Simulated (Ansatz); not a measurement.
# LiF (Griceite) (Fm-3m) in Ansatz: convergence with k mesh

Aim: find how far k mesh must go before the results for LiF (Griceite) settle, at PBE. This setting moves, with any that are tied to it; all else stays.

All numbers are computed with Ansatz 0.2.0; they aren't measurements. Logs are shortened: lines on timing, memory, paths and dates and some standing lists are left out, and cuts for length are marked.

## (1) The crystal as given

Symmetry: Fm-3m, No. 225, cubic system. Conventional cell: a = 4.028 Å, b = 4.028 Å, c = 4.028 Å, α = 90.00°, β = 90.00°, γ = 90.00°. F (site symmetry m-3m) has 6 Li at 2.01 Å as nearest neighbours. Li (site symmetry m-3m) has 6 F at 2.01 Å as nearest neighbours.

## (2) With k mesh 4 × 4 × 4

The input, input.yaml:

```yaml
crystal:
  lattice:
    - [0.0, 2.014, 2.014]
    - [2.014, 0.0, 2.014]
    - [2.014, 2.014, 0.0]
  atoms:
    - { symbol: F, position: [0.5, 0.5, 0.5] }
    - { symbol: Li, position: [0.0, 0.0, 0.0] }
hamiltonian:
  xc: pbe
  pseudopotentials: { kind: nc }
kpoints:
  mp_grid: { grid: [4, 4, 4] }
scf:
  occupations: { method: fermi_dirac, width: 0.1 }
output:
  forces: true
  stress: true
  eigenvalues: true
```

Potentials or basis: Ansatz NC.

Run with:

```console
> ansatz run input.yaml --threads 2 --pin off --max-ram 5632MiB --backend cpu --events-out ev --progress --plain --runs-dir out
```

Run time: 0.53 s. Hardware: 2 threads of AMD EPYC 7R43 (Zen 3), shared host; peak memory 0.28 GiB.

Results:

```
Free energy            : -883.5899 eV
Pressure               : 2.0 GPa
Band gap on the k mesh : 9.06 eV, direct
```

## (3) With k mesh 5 × 5 × 5

input.yaml: that of step 2 with these lines changed.

```diff
@@ -12,3 +12,3 @@
 kpoints:
-  mp_grid: { grid: [4, 4, 4] }
+  mp_grid: { grid: [5, 5, 5] }
 scf:
```

Potentials or basis: Ansatz NC.

Run with:

```console
> ansatz run input.yaml --threads 2 --pin off --max-ram 5632MiB --backend cpu --events-out ev --progress --plain --runs-dir out
```

Wall time 0.52 s (2 threads of AMD EPYC 7R43 (Zen 3), shared host); peak memory 0.28 GiB.

What came out:

| Quantity | Value |
| --- | --- |
| Free energy | -883.5914 eV |
| Pressure | 2.0 GPa |
| Band gap on the k mesh | 9.06 eV, direct |

## (4) With k mesh 7 × 7 × 7

input.yaml: that of step 3 with these lines changed.

```diff
@@ -12,3 +12,3 @@
 kpoints:
-  mp_grid: { grid: [5, 5, 5] }
+  mp_grid: { grid: [7, 7, 7] }
 scf:
```

Run with:

```console
> ansatz run input.yaml --threads 2 --pin off --max-ram 5632MiB --backend cpu --events-out ev --progress --plain --runs-dir out
```

It took 0.72 s on 2 threads of AMD EPYC 7R43 (Zen 3), shared host; peak memory 0.3 GiB.

Results:

* Free energy: -883.5916 eV
* Pressure: 2.0 GPa
* Band gap on the k mesh: 9.06 eV, direct

## (5) With k mesh 8 × 8 × 8

input.yaml: that of step 4 with these lines changed.

```diff
@@ -12,3 +12,3 @@
 kpoints:
-  mp_grid: { grid: [7, 7, 7] }
+  mp_grid: { grid: [8, 8, 8] }
 scf:
```

Run with:

```console
> ansatz run input.yaml --threads 2 --pin off --max-ram 5632MiB --backend cpu --events-out ev --progress --plain --runs-dir out
```

Wall time 0.9 s (2 threads of AMD EPYC 7R43 (Zen 3), shared host); peak memory 0.3 GiB.

Results:

```
Free energy            : -883.5916 eV
Pressure               : 2.0 GPa
Band gap on the k mesh : 9.06 eV, direct
```

## (6) With k mesh 10 × 10 × 10

input.yaml: that of step 5 with these lines changed.

```diff
@@ -12,3 +12,3 @@
 kpoints:
-  mp_grid: { grid: [8, 8, 8] }
+  mp_grid: { grid: [10, 10, 10] }
 scf:
```

Potentials or basis: Ansatz NC.

Run with:

```console
> ansatz run input.yaml --threads 2 --pin off --max-ram 5632MiB --backend cpu --events-out ev --progress --plain --runs-dir out
```

Wall time 1.4 s (2 threads of AMD EPYC 7R43 (Zen 3), shared host); peak memory 0.32 GiB.

It converged, with:

* Free energy: -883.5916 eV
* Pressure: 2.0 GPa
* Band gap on the k mesh: 9.06 eV, direct

## (7) With k mesh 13 × 13 × 13

input.yaml: that of step 6 with these lines changed.

```diff
@@ -12,3 +12,3 @@
 kpoints:
-  mp_grid: { grid: [10, 10, 10] }
+  mp_grid: { grid: [13, 13, 13] }
 scf:
```

Run with:

```console
> ansatz run input.yaml --threads 2 --pin off --max-ram 5632MiB --backend cpu --events-out ev --progress --plain --runs-dir out
```

It took 2.3 s on 2 threads of AMD EPYC 7R43 (Zen 3), shared host; peak memory 0.35 GiB.

Results (log left out):

* Free energy: -883.5916 eV
* Pressure: 2.0 GPa
* Band gap on the k mesh: 9.06 eV, direct

## (8) With k mesh 16 × 16 × 16

input.yaml: that of step 7 with these lines changed.

```diff
@@ -12,3 +12,3 @@
 kpoints:
-  mp_grid: { grid: [13, 13, 13] }
+  mp_grid: { grid: [16, 16, 16] }
 scf:
```

Run with:

```console
> ansatz run input.yaml --threads 2 --pin off --max-ram 5632MiB --backend cpu --events-out ev --progress --plain --runs-dir out
```

Wall time 3.4 s (2 threads of AMD EPYC 7R43 (Zen 3), shared host); peak memory 0.39 GiB.

It converged, with:

| Item | Value |
| --- | --- |
| Free energy | -883.5916 eV |
| Pressure | 2.0 GPa |
| Band gap on the k mesh | 9.06 eV, direct |

## (9) With k mesh 19 × 19 × 19

input.yaml: that of step 8 with these lines changed.

```diff
@@ -12,3 +12,3 @@
 kpoints:
-  mp_grid: { grid: [16, 16, 16] }
+  mp_grid: { grid: [19, 19, 19] }
 scf:
```

Potentials or basis: Ansatz NC.

Run with:

```console
> ansatz run input.yaml --threads 2 --pin off --max-ram 5632MiB --backend cpu --events-out ev --progress --plain --runs-dir out
```

Output:

```text
Warning: RAYON_NUM_THREADS=2 ignored (pool sized by the plan → 2); use --threads N
Engine: ansatz 0.2.0, x86_64-unknown-linux-gnu
Pseudopotentials: kind: nc
Pseudopotential: F, nc, valence charge 7, recommended cutoff 1320 eV (normal), F.nc.azcp
Pseudopotential: Li, nc, valence charge 3, recommended cutoff 1034.032677 eV (normal), Li.nc.azcp
Functional definition: PBE
  parameter kappa = 0.804
  parameter beta = 0.06672455060314922
  exchange = pbe_x(kappa = kappa, mu = beta*pi^2/3)
  correlation = pbe_c(beta = beta)
Crystal: 2 atoms, lattice volume = 16.338 Å³
Basis set: ecut = 1320 eV, 1807 PW (Γ), exchange–correlation on 72×72×72 points (8 copies of the dense FFT grid, shifted against one another)
Bands: 9, of which v1, the nominal top of the filled ones, is band 5 counted from 1 (4 counted from 0)
Symmetry: 48 space group operations
Space group: Fm-3m (ITA 225), of the structure as read, at distance tolerance 2.5e-5 Å
k-points: 220 of 6859
Non-local potential: F, projectors of the file, l = 0: 2, l = 1: 2, l = 2: 1
Non-local potential: Li, projectors of the file, l = 0: 2, l = 1: 2
Initial density: superposition of atomic densities (chi_scale 0.1, normalization cell, long waves kept (reshape's long-wave potential 0.00 eV rms))
Initial wavefunctions: pseudopotential atomic-orbital guess
Functional: x = pbe(κ = 0.804, μ = 0.2195149727645171), c = pbe(β = 0.06672455060314922)
SCF iter   1: F=—  HF=-883.758999 eV  |F-HF|=—  |Δ(HF+E_count)|=         —  Δρ=7.47e-2  dr2=3.57e-1  ethr=3.10e-3  ⟨swp⟩=5.4  Hψ=15022  notcnv=0
preconditioner: auto → none  [insulator: Δε(μ)=8.387 eV  Ē_g=22.053 eV  σ=0.100 eV  W_gap=1.00  n_scr=0 (ndim 8)  ℏωp=26.0 eV  f_vac=0.000  D(μ)=0.00/eV (n_scr^D=0)  ε∞_Penn≈2.4]
SCF iter   2: F=—  HF=-883.610442 eV  |F-HF|=—  |Δ(HF+E_count)|=   1.49e-1  Δρ=3.07e-2  dr2=7.09e-2  ethr=3.10e-3  ⟨swp⟩=2.0  Hψ=4623  notcnv=0
SCF iter   3: F=—  HF=-883.596527 eV  |F-HF|=—  |Δ(HF+E_count)|=   1.39e-2  Δρ=1.58e-2  dr2=1.96e-2  ethr=7.09e-4  ⟨swp⟩=2.0  Hψ=3960  notcnv=0
SCF iter   4: F=—  HF=-883.591273 eV  |F-HF|=—  |Δ(HF+E_count)|=   5.25e-3  Δρ=2.87e-3  dr2=3.23e-4  ethr=1.96e-4  ⟨swp⟩=2.5  Hψ=3092  notcnv=0
SCF iter   5: F=—  HF=-883.591564 eV  |F-HF|=—  |Δ(HF+E_count)|=   2.91e-4  Δρ=4.39e-4  dr2=1.02e-5  ethr=3.23e-6  ⟨swp⟩=2.3  Hψ=2916  notcnv=0
SCF iter   6: F=—  HF=-883.591571 eV  |F-HF|=—  |Δ(HF+E_count)|=   7.18e-6  Δρ=6.95e-5  dr2=1.64e-7  ethr=1.02e-7  ⟨swp⟩=2.5  Hψ=3012  notcnv=0
SCF iter   7: F=-883.591571 eV  HF=-883.591571 eV  |F-HF|=7.03e-10  |Δ(HF+E_count)|=   2.58e-9  Δρ=2.96e-6  dr2=4.74e-10  ethr=1.00e-9  ⟨swp⟩=6.7  Hψ=10649  notcnv=0
SCF 1 converged in 7 iterations: F = -883.591571 eV  dr2 = 4.74e-10
SCF converged after 7 iterations
Free energy (F): -883.591571 eV
Harris-Foulkes:  -883.591571 eV  (|F-HF|=7.03e-10)
Internal energy: -883.591571 eV  (E = F + TS)
E sigma→0 (E₀):  -883.591571 eV
Fermi energy:    5.637484 eV
--- Per-component energies (eV) ---
  E_band       = -118.750966
  E_kinetic    = 624.398081
  E_local      = -747.616388  (includes V_loc(G=0)·N_el)
  E_nonlocal   = -229.133881
  E_hartree    = 234.245497
  E_xc         = -208.355194
  E_vxc        = -234.889935  (∫ρ·V_xc dr)
  E_ewald      = -557.129686
  E_smearing   = -0.000000  (= −TS)
  E_closure    = -0.000000  (closes the sum)
  Σ components = -883.591571   (vs F -883.591571, Δ=0.00e0)
--- Forces (eV/Å), atoms counted from 1 ---
  atom   1  F      0.00000000    -0.00000000    -0.00000000
  atom   2  Li    -0.00000000    -0.00000000    -0.00000000
  max |Σ_I F_I| component: 5.89e-29 eV/Å
--- Stress (GPa, compression-positive) ---
        1.962100      -0.000000       0.000000
        0.000000       1.962100       0.000000
        0.000000      -0.000000       1.962100
  P = ⅓ Tr σ = 1.9621 GPa (19.621 kbar)
--- Band table (eV; the first three rows and the last of 220) ---
  k-point 0: bands = ["-39.9821", "-19.0744", "0.8886", "0.8886", "0.8886", "9.9515", "24.8325", "24.8325", "24.8325"]
  k-point 1: bands = ["-39.9806", "-19.0635", "0.8053", "0.8821", "0.8821", "10.0373", "23.5620", "24.2811", "24.2811"]
  k-point 2: bands = ["-39.9760", "-19.0319", "0.5716", "0.8633", "0.8633", "10.2743", "22.0199", "23.5096", "23.5096"]
  k-point 219: bands = ["-39.9077", "-18.4089", "-1.2550", "-1.0990", "0.1019", "15.8674", "15.9023", "18.4262", "20.1284"]
```

Wall time 5.1 s (2 threads of AMD EPYC 7R43 (Zen 3), shared host); peak memory 0.42 GiB.

Results:

* Free energy: -883.5916 eV
* Pressure: 2.0 GPa
* Band gap on the k mesh: 9.06 eV, direct

## (10) Summary

```csv
k mesh,"energy less the tightest run, at zero smearing (meV/atom)",SCF cycles,CPU time (s),peak memory (GiB)
4 × 4 × 4,0.84,7,0.81,0.28
5 × 5 × 5,0.08,7,0.8,0.28
7 × 7 × 7,0.00,7,1.2,0.3
8 × 8 × 8,0.00,7,1.6,0.3
10 × 10 × 10,0.00,7,2.6,0.32
13 × 13 × 13,0.00,7,4.2,0.35
16 × 16 × 16,0.00,7,6.5,0.39
19 × 19 × 19,0.00,7,9.8,0.42
```

Against the tightest run, the energy stays within 1 meV/atom from 4 × 4 × 4 on. Meshes of other sizes hit other points, so gaps and Fermi surfaces needn't settle smoothly. The tightest run that finished is the yardstick and may itself not be fully converged.

Caveats: odd divisions of the mesh miss points on the zone boundary, where band edges often lie, so the gap on the mesh can be too wide.
